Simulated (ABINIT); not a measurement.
Crystal: MoS2.

```
Mo S
1.0
     1.58000    0.91221    6.15000
    -1.58000    0.91221    6.15000
     0.00000   -1.82443    6.15000
Mo S
1 2
Cartesian
  0.0000 0.0000 0.0000
  0.0000 0.0000 7.6936
  0.0000 0.0000 4.6125
```

Measurements of this composition are mostly on another form, of space group No. 194.

Program: ABINIT 10.8.3 (patched build). Alike in all runs: task band structure; no spin polarisation; cell as given; smearing fermi-dirac 0.05 eV.

Order these runs on this cell by their pressure, lowest first.
A. level PBEsol; potentials or basis JTH PAW PBE v2.0; k mesh 10 × 10 × 10; cutoff (eV) 544; fine-grid cutoff 1088.46 eV
B. level LDA; potentials or basis JTH PAW LDA v2.0; k mesh 10 × 10 × 10; cutoff (eV) 544; fine-grid cutoff 1088.46 eV
C. level r2SCAN; potentials or basis JTH PAW PBE v2.0; k mesh 8 × 8 × 8; cutoff (eV) 653; fine-grid cutoff 1251.72 eV

B (-2.4 GPa), A (0.6 GPa), C (4.8 GPa).

Caveats: the PAW data sets were made with another functional, which shifts forces and pressure a little (some runs).
